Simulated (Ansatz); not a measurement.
This cell of CsBr (CsCl type) is off equilibrium:

```xyz
4
Lattice="8.7779 0.0000 0.0000 4.3890 4.3890 0.0000 0.0000 0.0000 4.3890" Properties=species:S:1:pos:R:3 pbc="T T T"
Cs     0.0000     0.0000    -0.1867
Cs     4.3890     0.0000     0.1867
Br    10.9724     2.1945     2.1945
Br     6.5835     2.1945     2.1945
```

Calculation: PBE (plane waves to 420 eV, PAW, scalar-relativistic; Ansatz, an electronic-structure program). k mesh 8×8×8 (Γ-centred), Fermi-Dirac smearing 0.05 eV. Stress and pressure are positive under compression. CsBr was relaxed with its symmetry unable to fall.

What forces act on the atoms (eV/Å, Cartesian)?


| atom | Fx | Fy | Fz |
|---|---|---|---|
| Cs1 | 0.000 | 0.000 | 0.067 |
| Cs2 | 0.000 | 0.000 | -0.067 |
| Br3 | 0.000 | 0.000 | 0.000 |
| Br4 | 0.000 | 0.000 | 0.000 |

(A displaced cell: forces are minus the slopes of the energy, force constants its curvatures, and phonons follow from these.)
